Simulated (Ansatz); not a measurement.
## SiNi (P2_13), an elastic constant from a strain scan

Computed with DFT r2SCAN, scalar-relativistic, plane waves, PAW (Ansatz). The runs took a 500 eV cutoff, a Γ-centred 10×10×10 mesh and Gaussian smearing (0.15 eV). No spin polarisation. A magnetic state may lie lower. Energies are free energies at this smearing, counted from the undisturbed cell; pressure is positive in compression.

Zero of the scan (relaxed at this level; this form isn't the usual structure):

```
Si Ni
1.0
     4.46481    0.00000    0.00000
     0.00000    4.46481    0.00000
     0.00000    0.00000    4.46481
Si Ni
4 4
Direct
  0.84692 0.84692 0.84692
  0.65308 0.15308 0.34692
  0.34692 0.65308 0.15308
  0.15308 0.34692 0.65308
  0.14873 0.14873 0.14873
  0.35127 0.85127 0.64873
  0.64873 0.35127 0.85127
  0.85127 0.64873 0.35127
```

The cell is strained by ε times the Voigt pattern (0, 0, 0, 0, 1, 0) (xx, yy, zz, yz, xz, xy; engineering shear) with fractional coordinates fixed. The cell holds 8 atoms in V0 = 89.00 Å³. The stress column is τ = (1/V0) dE/dε, got from the stress tensor σ (compression positive) at each point as −det(1 + εP) σ : P(1 + εP)⁻¹, with P the pattern as a tensor.

| ε | ΔE (meV/atom) | τ (GPa) |
| --- | --- | --- |
| -0.0600 | ? | ? |
| -0.0300 | 2.647 | -2.536 |
| 0.0000 | 0.000 | 0.000 |
| 0.0150 | 0.663 | 1.273 |
| 0.0450 | 5.936 | 3.774 |

**Question.** Which combination of elastic constants does this scan measure, and how large is it?

**Answer.** For small ε, τ = τ0 + Kε with K = pᵀCp, which for this pattern is C44 in the cubic axes. The parabola through τ at ε = -0.0300, 0 and 0.0150 has slope K = 85 GPa at zero. The energies per cell, E = NΔE, of the same two points give K = 2[E(ε₊)/ε₊ − E(ε₋)/ε₋]/[(ε₊ − ε₋)V0] = 85 GPa, in agreement. These are clamped-ion values.

**Question.** Predict the withheld row at ε = -0.0600 from the harmonic law, and compare.

**Answer.** ΔE = V0(τ0 ε + Kε²/2)/N = 10.592 meV/atom and τ = -5.08 GPa. The calculation gives 10.496 meV/atom and -4.97 GPa, a miss of 0.9 % of the harmonic energy, so the harmonic law still holds here.

Forces appear on the atoms along this scan, and letting them relax would lower the energy and soften the response. In a metal these slopes depend on the k mesh and the smearing.